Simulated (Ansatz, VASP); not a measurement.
**One calculation of PbO, two programs**

The input INCAR:

```
ALGO = Normal ; EDIFF = 1E-6
ENCUT = 520 ; GGA = PE
ISIF = 2 ; ISMEAR = 0
LASPH = T ; LCHARG = F
LREAL = F ; LWAVE = F
NBANDS = 28 ; NELM = 60
PREC = Accurate ; SIGMA = 0.05
```

The input KPOINTS:

```
k-points
0
Gamma
  8 8 6
```

The input POSCAR:

```
PbO
1.0
    3.9744000000      0.0000000000      0.0000000000
    0.0000000000      3.9744000000      0.0000000000
    0.0000000000      0.0000000000      5.1475500000
Pb O
2 2
Direct
    0.0000000000      0.5000000000      0.2351000000
    0.5000000000      0.0000000000      0.7649000000
    0.0000000000      0.0000000000      0.0000000000
    0.5000000000      0.5000000000      0.0000000000
```

Input for Ansatz:

```yaml
crystal:
  lattice:
    - [3.9744, 0.0, 0.0]
    - [0.0, 3.9744, 0.0]
    - [0.0, 0.0, 5.14755]
  atoms:
    - { symbol: Pb, position: [0.0, 0.5, 0.2351] }
    - { symbol: Pb, position: [0.5, 0.0, 0.7649] }
    - { symbol: O, position: [0.0, 0.0, 0.0] }
    - { symbol: O, position: [0.5, 0.5, 0.0] }
basis:
  ecutwfc: 420
kpoints:
  mp_grid: { grid: [8, 8, 6] }
hamiltonian:
  xc: pbe
scf:
  occupations: { method: gaussian, width: 0.05 }
output:
  forces: true
  stress: true
  eigenvalues: true
```

Change from the starting cell: strain +0.000 along x and y, +0.025 along z, atoms carried along.

Alike in both runs: task single point; functional PBE; k mesh 8 × 8 × 6; occupations gaussian, width 0.05 eV; no spin polarisation.

|  | VASP | Ansatz |
| --- | --- | --- |
| version | VASP 6.6.1 | Ansatz 0.2.0 |
| potentials or method | VASP PAW PBE potentials, release 64 (Pb_d, O) | scalar-relativistic, plane waves, PAW |
| plane-wave cutoff (eV) | 520 | 420 |
| valence electrons in the cell | 40 | 40 |

|  | VASP | Ansatz | Ansatz less VASP |
| --- | --- | --- | --- |
| gap on the k mesh at the Fermi level (eV) | 1.22 | 1.22 | -0.008 |
| least direct gap on the mesh (eV) | 2.19 | 2.19 | -0.001 |
| pressure (GPa) | 3.0 | 2.9 | -0.08 |
| largest component of the traceless stress (GPa) | 1.15 | 1.14 | -0.011 |
| rms of the force components (eV/Å) | 0.023 | 0.006 | -0.0166 |

Atom by atom the forces differ by 0.017 eV/Å (rms over components).

Caveats: spin-orbit coupling is left out, which as a rule narrows the gap of such compounds by several tenths of an eV. A k mesh can miss the band edges.
